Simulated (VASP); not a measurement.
InAs, 2 atoms in the cell. It takes space group I-4m2 (No. 119, tetragonal). Conventional cell: a = 4.320 Å, b = 4.320 Å, c = 5.927 Å, α = 90.00°, β = 90.00°, γ = 90.00°. Around In (site symmetry -4m2) lie 4 As at 2.62 Å. Around As (site symmetry -4m2) lie 4 In at 2.62 Å.  The cell isn't the ideal one: z stretched by -2 % at fixed volume, PAW files.

| Quantity | Value |
| --- | --- |
| Program | VASP 6.6.1 |
| Task | electric field gradients |
| Functional | PBE |
| Potentials or basis | VASP PAW PBE potentials, release 64 (In_d, As) |
| Cutoff | 520 eV |
| k mesh | 10 × 10 × 10 |
| Occupations | fermi-dirac, width 0.08 eV |
| Spin | no spin polarisation |
| Dipole correction | no |
| Further INCAR settings | ALGO = Normal; EDIFF = 1e-08; NBANDS = 16 |

Potentials or basis: VASP PAW PBE potentials, release 64 (In_d, As).

Launch:

```console
$ cat potpaw_PBE.64/In_d/POTCAR potpaw_PBE.64/As/POTCAR > POTCAR
$ mpirun -np 1 vasp_std > vasp.out
```

Hardware: 1 thread of Intel(R) Xeon(R) 6975P-C (Granite Rapids), with other jobs on the host.

**Question.** Estimate the wall time of this run.

**Answer.** Run time: 50 s on 1 thread of Intel(R) Xeon(R) 6975P-C (Granite Rapids), with other jobs on the host, peak memory 0.23 GiB. Counts: scf iterations 17, k points 102.
